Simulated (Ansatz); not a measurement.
## NiO: single point with PBE+U

NiO:

```
Ni O
1.0
     4.18262    2.09131    2.09131
     2.09131    4.18262    2.09131
     2.09131    2.09131    4.18262
Ni O
2 2
Direct
  0.00000 0.00000 0.00000
  0.50000 0.50000 0.50000
  0.25000 0.25000 0.25000
  0.75000 0.75000 0.75000
```

The cell isn't the ideal one: another cell of the same crystal, with 4 atoms.

```json
{
 "Program": "Ansatz 0.2.0",
 "Task": "single point",
 "Functional": "PBE",
 "Potentials or basis": "Ansatz PAW",
 "Cutoff": "420 eV (not typed: the program's choice for these potentials)",
 "k mesh": "7 × 7 × 7",
 "Occupations": "gaussian, width 0.05 eV",
 "Spin": "collinear spin, ferrimagnetic start",
 "Starting moments": "[1.0, -0.5, 0.0, 0.0] μB",
 "Hubbard terms": "Ni d U = 8 eV",
 "Hubbard projectors": "ortho-atomic (the default)",
 "Double counting": "fll (the default)"
}
```

- Pressure: 12.1 GPa
- Band gap on the k mesh: 3.18 eV
- Net moment: 0.00 μB per cell
- Absolute moment: 3.68 μB per cell
- Site moments: Ni +1.71, -1.71; O -0.00 μB

Stress tensor (GPa, compression positive):
```
12.10 -0.08 -0.08
-0.08 12.10 -0.08
-0.08 -0.08 12.10
```

Levels at points of the mesh, in eV from the valence-band top:
Spin up:
| k point | band 20 | band 21 | band 22 | band 23 | band 24 | band 25 | band 26 | band 27 | band 28 | band 29 |
| --- | --- | --- | --- | --- | --- | --- | --- | --- | --- | --- |
| (0.00, 0.00, 0.00) | -0.79 | -0.79 | -0.79 | -0.72 | -0.72 | 3.18 | 4.91 | 4.91 | 7.11 | 11.82 |
Spin down:
| k point | band 21 | band 22 | band 23 | band 24 | band 25 | band 26 | band 27 | band 28 |
| --- | --- | --- | --- | --- | --- | --- | --- | --- |
| (0.00, 0.00, 0.00) | -0.79 | -0.79 | -0.72 | -0.72 | 3.18 | 4.91 | 4.91 | 7.11 |

Eigenvalues of the final occupation matrices:
| site | spin | trace | eigenvalues |
| --- | --- | --- | --- |
| site 1 | 1 | 4.99 | 1.00 1.00 1.00 1.00 1.00 |
| site 1 | 2 | 3.24 | 0.13 0.13 1.00 1.00 1.00 |
| site 2 | 1 | 3.24 | 0.13 0.13 1.00 1.00 1.00 |
| site 2 | 2 | 4.99 | 1.00 1.00 1.00 1.00 1.00 |

Run time: 12 s on 2 threads of Arm Neoverse V1, on a shared host, peak memory 0.66 GiB.

Caveat: the magnetic or orbital state may not be the lowest; odd divisions of the mesh miss points on the zone boundary, where band edges often lie, so the gap on the mesh can be too wide; the pressure holds a Pulay correction of +0.7 GPa for the finite cutoff. A k mesh can miss the band edges.
